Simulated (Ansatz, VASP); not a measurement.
# One calculation of SnSe, two programs

```xyz
2
Lattice="0.0000 3.0100 3.0100 3.0100 0.0000 3.0100 3.0100 3.0100 0.0000" Properties=species:S:1:pos:R:3 pbc="T T T"
Sn    0.0000    0.0000    0.0000
Se    3.0100    3.0100    3.0100
```

Measurements of this composition are mostly on another form, of space group No. 62.

Alike in both runs: task single point; functional LDA; k mesh 4 × 4 × 4; no spin polarisation.

|  | VASP | Ansatz |
| --- | --- | --- |
| version | VASP 6.6.1 | Ansatz 0.2.0 |
| potentials or method | VASP PAW LDA potentials, release 64 (Sn_d, Se) | plane waves, PAW |
| plane-wave cutoff (eV) | 520 | 510 |
| occupations | gaussian, width 0.01 eV | fixed |
| valence electrons in the cell | 20 | 30 |

VASP gave:

```
gap on the k mesh at the Fermi level (eV) : 0.60
```

Question: Estimate Ansatz's values.

Answer: gap on the k mesh at the Fermi level (eV): 0.58.

The two sets of potentials don't hold the same shells in valence. Ansatz warned: «many_body_gap_not_shown».

Caveats: the k mesh is coarse (spacing up to 0.45 Å⁻¹), so the values aren't converged; spin-orbit coupling is left out, which moves the levels of the heavy elements. A k mesh can miss the band edges.
